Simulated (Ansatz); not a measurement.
# How far is PAW off for Ba?

```
Ba
1.0
     3.95017    0.00000    0.00000
     0.00000    3.95017    0.00000
     0.00000    0.00000    3.95017
Ba
1
Direct
  0.00000 0.00000 0.00000
```

The structure comes from a relaxation in the same program, started in the sc type, and has space group Pm-3m. Whether it is a known phase or the ground state wasn't checked.

Spin–orbit coupling is left out, though it moves levels of the heavy atoms by tenths of an eV or more.

All numbers are computed: DFT, PBE, PAW with Ansatz's default frozen-core files, scalar-relativistic (Ansatz 0.2.0); DFT, PBE, all-electron PAW with datasets made for the crystal, scalar-relativistic (Ansatz 0.2.0); DFT, PBE, all-electron LAPW, scalar-relativistic (Ansatz 0.2.0).

For PAW: a Γ-centred 13×13×13 k mesh, Fermi–Dirac smearing of 0.05 eV, cutoff 420 eV, no spin polarisation. The crystal-made all-electron datasets (AE datasets) take a cutoff of 220 eV at this cell. LAPW targets a basis error of 0.25 meV/atom. The Ansatz runs share mesh, smearing and spin set-up. Plane-wave (PAW) pressures include the program's estimate of the Pulay term.

Stress and pressure are positive in compression.

Levels count from the Fermi level.

```json
{"quantity": "pressure (GPa)", "PAW": "-0.01", "AE datasets": "-0.01", "LAPW": "-0.01"}
{"quantity": "highest filled level at Γ (eV)", "PAW": "-2.563", "AE datasets": "-2.563", "LAPW": "-2.563"}
{"quantity": "lowest empty level at Γ (eV)", "PAW": "0.059", "AE datasets": "0.059", "LAPW": "0.059"}
{"quantity": "highest filled level at R (eV)", "PAW": "-0.030", "AE datasets": "-0.030", "LAPW": "-0.030"}
{"quantity": "highest filled level at X (eV)", "PAW": "-0.684", "AE datasets": "-0.684", "LAPW": "-0.684"}
{"quantity": "lowest empty level at X (eV)", "PAW": "0.630", "AE datasets": "0.630", "LAPW": "0.630"}
```

PAW's pressure differs from the LAPW value by about 0.01 GPa or less.
